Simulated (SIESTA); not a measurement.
SiMo3 under changes of volume

One of the cells (14.607 Å³/atom); the others are scaled copies at fixed shape and fractional positions:

```
Mo Si
1.0
     4.88900    0.00000    0.00000
     0.00000    4.88900    0.00000
     0.00000    0.00000    4.88900
Mo Si
6 2
Direct
  0.00000 0.50000 0.25000
  0.00000 0.50000 0.75000
  0.50000 0.25000 0.00000
  0.75000 0.00000 0.50000
  0.50000 0.75000 0.00000
  0.25000 0.00000 0.50000
  0.50000 0.50000 0.50000
  0.00000 0.00000 0.00000
```

```yaml
Program: SIESTA 5.4.2
Functional: LDA
Potentials_or_basis: PseudoDojo 0.4 standard (LDA files)
Basis: DZP (energy shift 0.003 Ry; two zetas on semicore shells)
Grid_cutoff: 800 Ry
Energy_shift: 0.003 Ry
k_mesh: 4 × 4 × 4
Occupations: fermi-dirac, width 0.05 eV
Spin: no spin polarisation
```

```csv
volume (Å³/atom),energy over the lowest point (meV/atom),pressure (GPa)
13.731,27.59,14.0
14.023,8.07,7.4
14.315,0.00,1.4
14.607,2.25,-3.9
14.899,?,?
15.192,33.57,-13.1
```

What does the run at 14.899 Å³/atom give?

Energy over the lowest point 13.72 meV/atom; pressure -8.7 GPa.

Worked out: A Birch-Murnaghan fit of order 3 (a polynomial in V^(-2/3)) to the other rows has its minimum at 14.39 Å³/atom with B0 = V·E''(V) = 270 GPa and B' = 4.3. It gives 13.72 meV/atom at 14.899 Å³/atom, against the run's 13.72, and -dE/dV = -8.7 GPa, against -8.7.

Energies are extrapolated to zero smearing.

Caveats: the basis of atomic orbitals isn't converged, which shifts pressures, moduli and gaps.
